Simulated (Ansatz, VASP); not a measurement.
# Pt in VASP and in Ansatz

```
Pt
1.0
     2.78499    0.00000    0.00000
    -1.39250    2.41187    0.00000
     0.00000    0.00000    4.83436
Pt
2
Direct
  0.66667 0.33333 0.75000
  0.33333 0.66667 0.25000
```

This isn't the form of Pt at room conditions, which is fcc.

Alike in both runs: task single point; functional r2SCAN; k mesh 10 × 10 × 5; occupations fermi-dirac, width 0.1 eV; no spin polarisation.

|  | VASP | Ansatz |
| --- | --- | --- |
| version | VASP 6.6.1 | Ansatz 0.2.0 |
| potentials or method | VASP PAW PBE potentials, release 64 (Pt) | plane waves, PAW |
| plane-wave cutoff (eV) | 520 | 762 |
| valence electrons in the cell | 20 | 36 |

|  | VASP | Ansatz | Ansatz less VASP |
| --- | --- | --- | --- |
| pressure (GPa) | -11.3 | -11.8 | -0.46 |
| largest component of the traceless stress (GPa) | 0.63 | 0.84 | +0.207 |

The two sets of potentials don't hold the same shells in valence. Ansatz warned: «stress_scf_threshold_loose».

Caveats: the PAW data sets were made with another functional, which shifts forces and pressure a little (VASP). Spin-orbit coupling is left out, which matters for the levels of Pt.
